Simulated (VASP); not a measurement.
# C: relaxation of cell and atoms with LDA

The system is C, a slab with vacuum.

```
CELL_PARAMETERS angstrom
2.44603 0.00000 0.00000
-1.22301 2.11832 0.00000
0.00000 0.00000 18.03395
ATOMIC_POSITIONS crystal
C 0.00000 0.00000 0.50000
C 0.66667 0.33333 0.50000
```

The slab is cut from a database's or a generator's crystal, which needn't be the stable form of the element.

| Item | Value |
| --- | --- |
| Program | VASP 6.6.1 |
| Task | relaxation of cell and atoms |
| Functional | LDA |
| Potentials or basis | VASP PAW LDA potentials, release 64 (C) |
| Cutoff | 600 eV |
| k mesh | 15 × 15 × 1 |
| Occupations | gaussian, width 0.03 eV |
| Spin | no spin polarisation |
| Further INCAR settings | ALGO = Normal; EDIFF = 1e-07; IBRION = 2; EDIFFG = -0.005; NSW = 90; ISIF = 3 |

The band gap on the k mesh is none (metal or under the smearing width).

Final structure:
```
C
1.0
     2.44603    0.00000    0.00000
    -1.22301    2.11832    0.00000
     0.00000    0.00000   18.03395
C
2
Cartesian
  0.0000 0.0000 9.0169
  1.2230 0.7061 9.0170
```

Levels at points of the mesh, in eV from the Fermi level:
```csv
k point,band 2,band 3,band 4,band 5,band 6,band 7
"(0.00, 0.00, 0.00)",-7.80,-3.03,-3.03,3.33,4.32,4.71
```

It took 37 s on 1 thread of Intel(R) Xeon(R) Platinum 8259CL CPU @ 2.50GHz (Skylake/Cascade Lake), on a shared host, peak memory 0.18 GiB.

Caveat: the relaxation stopped at its first step, so nothing moved.
